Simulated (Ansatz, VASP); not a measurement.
# One calculation of TiO2, two programs

The input INCAR:

```
SYSTEM = TiO2
  PREC = Accurate
  ENCUT = 520
  EDIFF = 1E-7
  ISMEAR = 0
  SIGMA = 0.05
  LREAL = .FALSE.
  LASPH = .TRUE.
  NELM = 60
  ALGO = Normal
  ISIF = 2
  LWAVE = .FALSE.
  LCHARG = .TRUE.
  GGA = PE
  LELF = .TRUE.
  LVHAR = .TRUE.
  NBANDS = 33
```

File KPOINTS:

```
regular mesh
0
G
  6 6 10
  0 0 0
```

Contents of POSCAR:

```
TiO2
1.0
    4.4267000000      0.0000000000      0.0000000000
    0.0000000000      4.4267000000      0.0000000000
    0.0000000000      0.0000000000      3.0429000000
Ti O
2 4
Direct
    0.0000000000      0.0000000000      0.0000000000
    0.5000000000      0.5000000000      0.5000000000
    0.3050970583      0.3050970583      0.0000000000
    0.1949029417      0.8050970583      0.5000000000
    0.6949029417      0.6949029417      0.0000000000
    0.8050970583      0.1949029417      0.5000000000
```

Input for Ansatz:

```yaml
crystal:
  lattice:
    - [4.4267, 0.0, 0.0]
    - [0.0, 4.4267, 0.0]
    - [0.0, 0.0, 3.0429]
  atoms:
    - { symbol: Ti, position: [0.0, 0.0, 0.0] }
    - { symbol: Ti, position: [0.5, 0.5, 0.5] }
    - { symbol: O, position: [0.3050970583, 0.3050970583, 0.0] }
    - { symbol: O, position: [0.1949029417, 0.8050970583, 0.5] }
    - { symbol: O, position: [0.6949029417, 0.6949029417, 0.0] }
    - { symbol: O, position: [0.8050970583, 0.1949029417, 0.5] }
basis:
  ecutwfc: 520.0
kpoints:
  mp_grid: { grid: [6, 6, 10] }
hamiltonian:
  xc: pbe
  pseudopotentials: { kind: paw, azcp: { folder: soft_1 } }
scf:
  occupations: { method: gaussian, width: 0.05 }
output:
  forces: true
  stress: true
  eigenvalues: true
  write_density: true
  write_potential: true
  elf: true
  volumetric_format: npy
```

Alike in both runs: task single point; functional PBE; k mesh 6 × 6 × 10; occupations gaussian, width 0.05 eV; no spin polarisation.

```csv
,VASP,Ansatz
version,VASP 6.6.1,Ansatz 0.2.0
potentials or method,"VASP PAW PBE potentials, release 64 (Ti_sv, O)","scalar-relativistic, plane waves, PAW"
plane-wave cutoff (eV),520,520
valence electrons in the cell,48,48
```

Ansatz gave:

```
gap on the k mesh at the Fermi level (eV)       : 1.96
least direct gap on the mesh (eV)               : 1.96
pressure (GPa)                                  : 15.2
largest component of the traceless stress (GPa) : 10.37
rms of the force components (eV/Å)              : 0.075
```

**Question.** Estimate VASP's values.

**Answer.** gap on the k mesh at the Fermi level (eV): 1.93; least direct gap on the mesh (eV): 1.93; pressure (GPa): 16.0; largest component of the traceless stress (GPa): 10.22; rms of the force components (eV/Å): 0.077.

Atom by atom the forces differ by 0.002 eV/Å (rms over components).

Caveats: so large a pressure means that the cell lies far from this level's equilibrium, or that cutoff or potentials fall short (VASP). A k mesh can miss the band edges.
